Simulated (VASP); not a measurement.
# Ge (Fd-3m) in VASP: band structure with PBE

Aim: the band structure of Ge with PBE.

Everything below comes from runs of VASP 6.6.1. Logs are shortened: lines on timing, memory, paths and dates and some standing lists are left out, and cuts for length are marked.

**The experiment to reproduce.**

“Temperature-dependent photoluminescence in Ge: experiment and theory”, 2020, arxiv:2003.00143 reports, for a bulk crystal of Ge at 0 K: band gap 0.744 eV (indirect).

The results are compared with them further down.

## Step 1: The structure

Symmetry: Fd-3m, No. 227, cubic system. Conventional cell: a = 5.782 Å, b = 5.782 Å, c = 5.782 Å, α = 90.00°, β = 90.00°, γ = 90.00°. Around Ge (site symmetry -43m) lie 4 Ge at 2.50 Å.

## Step 2: Band structure, PBE

INCAR reads:

```
SYSTEM = Ge
PREC     = Accurate       ! precision mode
ENCUT    = 520            ! plane-wave cutoff, eV
EDIFF    = 1E-7           ! SCF threshold, eV
ISMEAR   = 0              ! smearing method
SIGMA    = 0.02           ! smearing width, eV
LREAL    = .FALSE.        ! projectors in reciprocal space
LASPH    = .TRUE.         ! aspherical terms in the spheres
NELM     = 80             ! most SCF steps
ALGO     = Normal         ! electronic algorithm
ISIF     = 2              ! what is computed and relaxed
LWAVE    = .FALSE.        ! write WAVECAR
LCHARG   = .FALSE.        ! write CHGCAR
GGA      = PE             ! functional
NBANDS   = 11             ! bands
```

KPOINTS reads:

```
Automatic mesh
0
G
  10 10 10
  0 0 0
```

POSCAR reads:

```
Ge                                      
1.0
    0.0000000000      2.8909458648      2.8909458648
    2.8909458648      0.0000000000      2.8909458648
    2.8909458648      2.8909458648      0.0000000000
  Ge            
     2
Direct
     0.0000000000000000    0.0000000000000000    0.0000000000000000
     0.2500000000000000    0.2500000000000000    0.2500000000000000
```

KPOINTS_OPT reads:

```
path GXWKGLUWLK,UX
15
line-mode
reciprocal
 0.0000000000  0.0000000000  0.0000000000  G
 0.5000000000  0.0000000000  0.5000000000  X

 0.5000000000  0.0000000000  0.5000000000  X
 0.5000000000  0.2500000000  0.7500000000  W

 0.5000000000  0.2500000000  0.7500000000  W
 0.3750000000  0.3750000000  0.7500000000  K

 0.3750000000  0.3750000000  0.7500000000  K
 0.0000000000  0.0000000000  0.0000000000  G

 0.0000000000  0.0000000000  0.0000000000  G
 0.5000000000  0.5000000000  0.5000000000  L

 0.5000000000  0.5000000000  0.5000000000  L
 0.6250000000  0.2500000000  0.6250000000  U

 0.6250000000  0.2500000000  0.6250000000  U
 0.5000000000  0.2500000000  0.7500000000  W

 0.5000000000  0.2500000000  0.7500000000  W
 0.5000000000  0.5000000000  0.5000000000  L

 0.5000000000  0.5000000000  0.5000000000  L
 0.3750000000  0.3750000000  0.7500000000  K

 0.6250000000  0.2500000000  0.6250000000  U
 0.5000000000  0.0000000000  0.5000000000  X
```

Potentials or basis: VASP PAW PBE potentials, release 64 (Ge).

Command:

```
$ cat potpaw_PBE.64/Ge/POTCAR > POTCAR
$ mpirun -np 1 vasp_std > vasp.out
```

OUTCAR:

```text
SYSTEM = Ge
   PREC = Accurate
   ENCUT = 520
   EDIFF = 1E-7
   ISMEAR = 0
   LREAL = .FALSE.
   LASPH = .TRUE.
   NELM = 80
   ISIF = 2
   GGA = PE

 ion  position               nearest neighbor table
   1  0.000  0.000  0.000-   2 2.50   2 2.50   2 2.50   2 2.50
   2  0.250  0.250  0.250-   1 2.50   1 2.50   1 2.50   1 2.50

  LATTYP: Found a face centered cubic cell.
 ALAT       =     5.7818917296

  Lattice vectors:

 A1 = (   0.0000000000,   2.8909458648,   2.8909458648)
 A2 = (   2.8909458648,   0.0000000000,   2.8909458648)
 A3 = (   2.8909458648,   2.8909458648,   0.0000000000)

Analysis of symmetry for initial positions (statically):
=====================================================================
 Subroutine PRICEL returns:
 Original cell was already a primitive cell.

 Routine SETGRP: Setting up the symmetry group for a
 face centered cubic supercell.

 Subroutine GETGRP returns: Found 48 space group operations
 (whereof 24 operations were pure point group operations)
 out of a pool of 48 trial point group operations.

The static configuration has the point symmetry T_d .
 The point group associated with its full space group is O_h .

Analysis of symmetry for dynamics (positions and initial velocities):
=====================================================================
 Subroutine PRICEL returns:
 Original cell was already a primitive cell.

 Routine SETGRP: Setting up the symmetry group for a
 face centered cubic supercell.

 Subroutine GETGRP returns: Found 48 space group operations
 (whereof 24 operations were pure point group operations)
 out of a pool of 48 trial point group operations.

The dynamic configuration has the point symmetry T_d .
 The point group associated with its full space group is O_h .

 Subroutine INISYM returns: Found 48 space group operations
 (whereof 24 operations are pure point group operations),
 and found     1 'primitive' translations

----------------------------------------------------------------------------------------

                                     Primitive cell

  volume of cell :      48.3226

  direct lattice vectors                    reciprocal lattice vectors
     0.000000000  2.890945865  2.890945865    -0.172953775  0.172953775  0.172953775
     2.890945865  0.000000000  2.890945865     0.172953775 -0.172953775  0.172953775
     2.890945865  2.890945865  0.000000000     0.172953775  0.172953775 -0.172953775

  length of vectors
     4.088414850  4.088414850  4.088414850     0.299564725  0.299564725  0.299564725

  position of ions in fractional coordinates (direct lattice)
     0.000000000  0.000000000  0.000000000
     0.250000000  0.250000000  0.250000000

  ion indices of the primitive-cell ions
   primitive index   ion index
                 1           1
                 2           2

----------------------------------------------------------------------------------------

 KPOINTS: Automatic mesh

Automatic generation of k-mesh.
 Grid dimensions read from file:
 generate k-points for:   10   10   10

 Generating k-lattice:

  Cartesian coordinates                     Fractional coordinates (reciprocal lattice)
    -0.017295377  0.017295377  0.017295377     0.100000000  0.000000000  0.000000000
     0.017295377 -0.017295377  0.017295377     0.000000000  0.100000000  0.000000000
     0.017295377  0.017295377 -0.017295377     0.000000000  0.000000000  0.100000000

  Length of vectors
     0.029956473  0.029956473  0.029956473

  Shift w.r.t. Gamma in fractional coordinates (k-lattice)
     0.000000000  0.000000000  0.000000000

 Subroutine IBZKPT returns following result:
 ===========================================

 Found     47 irreducible k-points:

 Following reciprocal coordinates:
            Coordinates               Weight
  0.000000  0.000000  0.000000      1.000000
  0.100000  0.000000  0.000000      8.000000
  0.200000  0.000000  0.000000      8.000000
  0.300000  0.000000  0.000000      8.000000
  0.400000  0.000000  0.000000      8.000000
  0.500000  0.000000  0.000000      4.000000
[... 16 lines left out ...]
  0.300000  0.300000  0.000000      6.000000
  0.400000  0.300000  0.000000     24.000000
 [... further k-points ...]
   k-points           NKPTS =     47   k-points in BZ     NKDIM =     47   number of bands    NBANDS=     11
   number of dos      NEDOS =    301   number of ions     NIONS =      2
   total plane-waves  NPLWV =  27000
   dimension x,y,z NGX =    30 NGY =   30 NGZ =   30
   dimension x,y,z NGXF=    60 NGYF=   60 NGZF=   60
   ions per type =               2
   NGX,Y,Z   is equivalent  to a cutoff of  12.20, 12.20, 12.20 a.u.
   NGXF,Y,Z  is equivalent  to a cutoff of  24.40, 24.40, 24.40 a.u.
 SYSTEM =  Ge
   PREC   = accura    normal or accurate (medium, high low for compatibility)
   ISTART =      0    job   : 0-new  1-cont  2-samecut
   ICHARG =      2    charge: 1-file 2-atom 10-const
   ISPIN  =      1    spin polarized calculation?
   LNONCOLLINEAR =      F non collinear calculations
   LSORBIT =      F    spin-orbit coupling
   LASPH  =      T    aspherical Exc in radial PAW
   ENCUT  =  520.0 eV  38.22 Ry    6.18 a.u.   7.60  7.60  7.60*2*pi/ulx,y,z
   NELM   =     80;   NELMIN=  2; NELMDL= -5     # of ELM steps
   EDIFF  = 0.1E-06   stopping-criterion for ELM
   LREAL  =      F    real-space projection
   EDIFFG = 0.1E-05   stopping-criterion for IOM
   NSW    =      0    number of steps for IOM
   IBRION =     -1    ionic relax: 0-MD 1-quasi-New 2-CG
   NFREE  =      0    steps in history (QN), initial steepest desc. (CG)
   ISIF   =      2    stress and relaxation
   ISYM   =      2    0-nonsym 1-usesym 2-fastsym
   POTIM  = 0.5000    time-step for ionic-motion
   TEBEG  =    0.0;   TEEND  =   0.0 temperature during run
   PSTRESS=    0.0 pullay stress
   NELECT =       8.0000    total number of electrons
   NUPDOWN=      -1.0000    fix difference up-down
   EMIN   =  10.00;   EMAX   =-10.00  energy-range for DOS
   EFERMI =   0.00;   METHOD = LEGACY
   ISMEAR =     0;   SIGMA  =   0.02  broadening in eV -4-tet -1-fermi 0-gaus
   EFERMI_NEDOS =   21; number of points for ismear=-14 and -15
   IALGO  =     38    algorithm
   IMIX   =      4    mixing-type and parameters
     AMIX     =   0.40;   BMIX     =  1.00
     AMIX_MAG =   1.60;   BMIX_MAG =  1.00
  volume/ion in A,a.u.               =      24.16       163.05
  Fermi-wavevector in a.u.,A,eV,Ry     =   0.898921  1.698714 10.994310  0.808059
  Thomas-Fermi vector in A             =   2.021690
   LORBIT       =      0    0 simple, 1 ext, 2 COOP (PROOUT), +10 PAW based schemes
   GGA     = PE    functional components
   LHFCALC =     F    Hartree Fock is set to
   AEXX    =    0.0000 exact exchange contribution
   IVDW    =     0    specifies the selected vdW correction
   LEPSILON=     F    determine dielectric tensor
   LRPA    =     F    only Hartree local field effects (RPA)
 non-spin polarized calculation
 Gauss-broadening in eV      SIGMA  =   0.02
  energy-cutoff  :      520.00
  volume of cell :       48.32
 maximum number of plane-waves:      1326
   NGX = 15   NGY = 15   NGZ = 15

 number of electron       8.0000000 magnetization

 Free energy of the ion-electron system (eV)
  ---------------------------------------------------
  ext. energy  EPLUGINS =         0.00000000
  ---------------------------------------------------
  free energy    TOTEN  =        -8.98616259 eV

  energy without entropy =       -8.98609602  energy(sigma->0) =       -8.98612931

 E-fermi :   3.2179     XC(G=0):  -8.8798

 val. band max:        3.0168775806   @ k =   0.1000   0.0000   0.0000
 cond. band min:       3.2241535297   @ k =   0.5000   0.0000   0.0000
 fundamental gap:      0.2072759492
 Fermi energy:         3.2178861863

 k-point     1 :       0.0000    0.0000    0.0000
  band No.  band energies     occupation
      1      -9.0669      2.00000
      2       2.7062      2.00000
      3       3.2284      0.45648
      4       3.2284      0.45648
      5       3.2284      0.45647
      6       5.7390      0.00000
      7       5.7390      0.00000
      8       5.7390      0.00000
      9       9.4829      0.00000
     10      12.3437      0.00000
     11      12.3437      0.00000

 k-point     2 :       0.1000    0.0000    0.0000
  band No.  band energies     occupation
      1      -8.9525      2.00000
      2       1.2209      2.00000
      3       3.0169      2.00000
      4       3.0169      2.00000
      5       3.9606      0.00000
      6       6.0237      0.00000
      7       6.0237      0.00000
      8       6.2267      0.00000
      9      10.0819      0.00000
     10      11.7432      0.00000
     11      11.7432      0.00000

 k-point     3 :       0.2000    0.0000    0.0000
  band No.  band energies     occupation
      1      -8.6167      2.00000
      2      -0.5715      2.00000
      3       2.6059      2.00000
      4       2.6059      2.00000
      5       3.8540      0.00000
      6       6.5557      0.00000
      7       6.5557      0.00000
      8       7.6525      0.00000
      9      11.0633      0.00000
     10      11.2857      0.00000
     11      11.2857      0.00000
[... 267 lines left out ...]
 k-point    23 :       0.3000    0.3000    0.0000
  band No.  band energies     occupation
      1      -7.7111      2.00000
      2      -2.3577      2.00000
      3       0.9952      2.00000
      4       0.9952      2.00000
      5       4.0568      0.00000
      6       5.4502      0.00000
      7       9.6247      0.00000
      8       9.6247      0.00000
      9      10.6303      0.00000
     10      13.7762      0.00000
     11      14.0301      0.00000

 k-point    24 :       0.4000    0.3000    0.0000
  band No.  band energies     occupation
      1      -7.1792      2.00000
      2      -3.2686      2.00000
      3       0.4232      2.00000
      4       0.7832      2.00000
      5       4.2649      0.00000
      6       5.3658      0.00000
      7       9.5788      0.00000
      8      10.1123      0.00000
      9      12.3518      0.00000
     10      14.4153      0.00000
     11      14.4623      0.00000

 [... further k-points ...]

------------------------ aborting loop because EDIFF is reached ----------------------------------------

  FORCE on cell =-STRESS in cart. coord.  units (eV):
  Direction    XX          YY          ZZ          XY          YZ          ZX
  --------------------------------------------------------------------------------------
  -------------------------------------------------------------------------------------
  Total        0.0010535      0.0010535      0.0010535      0.0000000      0.0000000     -0.0000000
  in kB        0.0349293      0.0349293      0.0349293      0.0000000      0.0000000     -0.0000000
  external PRESSURE =       0.0349293 kB  Pullay stress =       0.0000000 kB

 VOLUME and BASIS-vectors are now :
 -----------------------------------------------------------------------------
  energy-cutoff  :      520.00
  volume of cell :       48.32
      direct lattice vectors                 reciprocal lattice vectors
     0.000000000  2.890945865  2.890945865    -0.172953775  0.172953775  0.172953775
     2.890945865  0.000000000  2.890945865     0.172953775 -0.172953775  0.172953775
     2.890945865  2.890945865  0.000000000     0.172953775  0.172953775 -0.172953775

 POSITION                                       TOTAL-FORCE (eV/Angst)
 -----------------------------------------------------------------------------------
      0.00000      0.00000      0.00000        -0.000000     -0.000000     -0.000000
      1.44547      1.44547      1.44547         0.000000      0.000000      0.000000
 -----------------------------------------------------------------------------------
    total drift:                                0.000000     -0.000000     -0.000000

  FREE ENERGIE OF THE ION-ELECTRON SYSTEM (eV)
  ---------------------------------------------------
  free  energy   TOTEN  =        -8.9861625919 eV

  energy  without entropy=       -8.9860960238  energy(sigma->0) =       -8.98612931
```

Wall time 22 s (1 thread of Intel Xeon 6975P-C (Granite Rapids), shared host); peak memory 0.19 GiB.

What came out:

| Quantity | Value |
| --- | --- |
| Free energy | -8.9862 eV |
| Pressure | 0.0 GPa |
| Band gap along the path | none (metal or under the smearing width) |

Levels at the corners of the path, in eV from the Fermi level:
| point | band 1 | band 2 | band 3 | band 4 | band 5 | band 6 | band 7 | band 8 | band 9 |
| --- | --- | --- | --- | --- | --- | --- | --- | --- | --- |
| Γ | -12.28 | -0.51 | 0.01 | 0.01 | 0.01 | 2.52 | 2.52 | 2.52 | 6.27 |
| X | -8.65 | -8.65 | -2.85 | -2.85 | 0.83 | 0.83 | 8.97 | 8.97 | 10.96 |
| X | -8.65 | -8.65 | -2.85 | -2.85 | 0.83 | 0.83 | 8.97 | 8.97 | 10.96 |
| W | -8.57 | -8.57 | -3.61 | -3.61 | 4.07 | 4.07 | 4.66 | 4.66 | 10.44 |
| W | -8.57 | -8.57 | -3.61 | -3.61 | 4.07 | 4.07 | 4.66 | 4.66 | 10.44 |
| K | -9.11 | -8.08 | -4.01 | -2.44 | 1.19 | 3.95 | 6.82 | 7.04 | 7.83 |
| K | -9.11 | -8.08 | -4.01 | -2.44 | 1.19 | 3.95 | 6.82 | 7.04 | 7.83 |
| Γ | -12.28 | -0.51 | 0.01 | 0.01 | 0.01 | 2.52 | 2.52 | 2.52 | 6.27 |
| Γ | -12.28 | -0.51 | 0.01 | 0.01 | 0.01 | 2.52 | 2.52 | 2.52 | 6.27 |
| L | -10.36 | -7.31 | -1.30 | -1.30 | 0.01 | 3.70 | 3.70 | 7.07 | 10.13 |
| L | -10.36 | -7.31 | -1.30 | -1.30 | 0.01 | 3.70 | 3.70 | 7.07 | 10.13 |
| U | -9.11 | -8.08 | -4.01 | -2.44 | 1.19 | 3.95 | 6.82 | 7.04 | 7.83 |
| U | -9.11 | -8.08 | -4.01 | -2.44 | 1.19 | 3.95 | 6.82 | 7.04 | 7.83 |
| W | -8.57 | -8.57 | -3.61 | -3.61 | 4.07 | 4.07 | 4.66 | 4.66 | 10.44 |
| W | -8.57 | -8.57 | -3.61 | -3.61 | 4.07 | 4.07 | 4.66 | 4.66 | 10.44 |
| L | -10.36 | -7.31 | -1.30 | -1.30 | 0.01 | 3.70 | 3.70 | 7.07 | 10.13 |
| L | -10.36 | -7.31 | -1.30 | -1.30 | 0.01 | 3.70 | 3.70 | 7.07 | 10.13 |
| K | -9.11 | -8.08 | -4.01 | -2.44 | 1.19 | 3.95 | 6.82 | 7.04 | 7.83 |
| U | -9.11 | -8.08 | -4.01 | -2.44 | 1.19 | 3.95 | 6.82 | 7.04 | 7.83 |
| X | -8.65 | -8.65 | -2.85 | -2.85 | 0.83 | 0.83 | 8.97 | 8.97 | 10.96 |

Caveat: this crystal is a semiconductor, whose small gap the functional closes, so the metal is an error of the method.

## Step 3: Comparison with measurements

Step 2. A measured gap of Ge is 0.744 eV (indirect; 0 K; “Temperature-dependent photoluminescence in Ge: experiment and theory”, 2020, arxiv:2003.00143); the calculated 0.00 eV misses it by -0.74 eV. 3 values of this kind are on record (0.666 to 0.807 eV); this one was drawn at random among those near their median. Spin-orbit coupling on Ge is left out. The value is that of PBE, without temperature or zero-point motion. Semilocal functionals fall short of measured gaps as a rule.
